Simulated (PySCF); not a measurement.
Bicyclo[1.1.0]butane, C4H6.
Atom-mapped SMILES: `[CH2:1]1[C@H:2]2[CH2:3][C@@H:4]12` (hydrogens: H5, H6 on C1; H7 on C2; H8, H9 on C3; H10 on C4)

All values: PBE0/pcSseg-1 and B3LYP/def2-SVPD (PySCF, non-relativistic), on one gas-phase PBE0-D3(BJ)/def2-SVP geometry that isn't relaxed in the solvent. The solvent is an IEF-PCM continuum (Bondi radii, 1.10 Å for H, scaled by 1.2). The model holds no explicit solvent molecules, cavitation or dispersion.

Gas phase at PBE0/pcSseg-1: HOMO -7.08 eV, LUMO 1.73 eV, dipole 0.79 D.

**Question.** What does the continuum do to the energy, the frontier levels and the dipole at PBE0/pcSseg-1 in chloroform and methanol?

**Answer.** 
```csv
solvent,ε,E(solvent) − E(gas) (kcal/mol),polarisation term (kcal/mol),distortion of the solute (kcal/mol),HOMO (eV),LUMO (eV),dipole (D)
chloroform,4.711,-1.15,-1.23,0.08,-7.06,1.89,0.93
methanol,32.61,-1.61,-1.76,0.15,-7.06,1.95,0.99
```

The polarisation term is half the interaction of the solute with the surface charges that it induces; the rest is the cost of distorting the solute's density. The sum is the electrostatic part of solvation alone. From chloroform to methanol the lowering changes by a factor 1.40, Onsager's factor (ε − 1)/(2ε + 1) by 1.34 and ε itself by 6.9.

Gas phase at B3LYP/def2-SVPD: HOMO -6.89 eV, LUMO 0.81 eV, dipole 0.70 D.

**Question.** What does the continuum do to the energy, the frontier levels and the dipole at B3LYP/def2-SVPD in chloroform and methanol?

**Answer.** 
| solvent | ε | E(solvent) − E(gas) (kcal/mol) | polarisation term (kcal/mol) | distortion of the solute (kcal/mol) | HOMO (eV) | LUMO (eV) | dipole (D) |
| --- | --- | --- | --- | --- | --- | --- | --- |
| chloroform | 4.711 | -0.97 | -1.05 | 0.08 | -6.85 | 0.92 | 0.84 |
| methanol | 32.61 | -1.36 | -1.52 | 0.16 | -6.85 | 0.95 | 0.91 |

**Question.** How does the static polarisability (B3LYP/def2-SVPD, frozen core, with the continuum's full static response) change?

**Answer.** 
```tsv
medium	isotropic (au)	principal values (au)	⟨r²⟩ of the electrons (bohr²)
gas	44.3	41.9, 42.3, 48.7	223.9
chloroform	54.5	52.1, 52.2, 59.3	223.7
methanol	59.1	56.8, 57.0, 63.6	223.6
```

The isotropic value in methanol is 1.33 times the gas-phase one; no cavity-field correction is applied. ⟨r²⟩ is taken about the centre of nuclear charge.
